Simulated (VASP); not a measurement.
Crystal: CoO.

```
Co O
1.0
     2.82845    0.00000    0.00000
    -1.41423    2.44951    0.00000
     0.00000    0.00000    2.72172
Co O
1 1
Direct
  0.00000 0.00000 0.50000
  0.66667 0.33333 0.00000
```

The cell was built by a generator and needn't be a form met in nature.

```yaml
Program: VASP 6.6.1
Task: relaxation of cell and atoms
Functional: PBE
Dispersion: D2
Potentials_or_basis: VASP PAW PBE potentials, release 64 (Co, O)
Cutoff: 600 eV
k_mesh: 8 × 8 × 7
Occupations: fermi-dirac, width 0.05 eV
Spin: collinear spin, ferromagnetic start
Starting_moments: "[2.0, 0.0] μB"
```

At the start: pressure -4.7 GPa; volume 9.43 Å³/atom.

Task: Where does the relaxation end?

Result: Over 10 steps the energy falls by 3.8 meV/atom and the volume is 9.20 Å³/atom (-2.4 %); space group P-6m2 (No. 187, to 0.05 Å); moment 3.00 μB per cell.

The path:
| step | energy change (eV) | largest force (eV/Å) | pressure (GPa) | volume (Å³) |
| --- | --- | --- | --- | --- |
| 1 | 0.0000 | 0.0000 | -4.75 | 18.86 |
| 2 | -0.0047 | 0.0000 | 3.19 | 18.10 |
| 3 | -0.0076 | 0.0000 | -0.04 | 18.38 |
| 4 | -0.0076 | 0.0000 | 0.17 | 18.38 |
| 5 | -0.0076 | 0.0000 | -0.08 | 18.40 |
| 6 | -0.0076 | 0.0000 | -0.04 | 18.40 |
| 7 | -0.0076 | 0.0000 | -0.03 | 18.40 |
| 8 | -0.0076 | 0.0000 | -0.29 | 18.41 |
| 9 | -0.0076 | 0.0000 | -0.35 | 18.41 |
| 10 | -0.0076 | 0.0000 | 0.00 | 18.40 |

Final structure:
```cif
data_structure
_symmetry_space_group_name_H-M 'P 1'
_symmetry_Int_Tables_number 1
_cell_length_a 2.8106
_cell_length_b 2.8106
_cell_length_c 2.6902
_cell_angle_alpha 90.000
_cell_angle_beta 90.000
_cell_angle_gamma 120.000
_cell_volume 18.40
loop_
_atom_site_label
_atom_site_type_symbol
_atom_site_fract_x
_atom_site_fract_y
_atom_site_fract_z
_atom_site_occupancy
Co1 Co 0.00000 0.00000 0.50000 1
O1 O 0.66667 0.33333 0.00000 1
```

Caveat: atom-pairwise D2, TS and ULG terms overbind metals; a cell with one magnetic atom can't hold antiferromagnetic order, which such compounds often take; pairwise dispersion overbinds metals, which lowers pressure and volume.
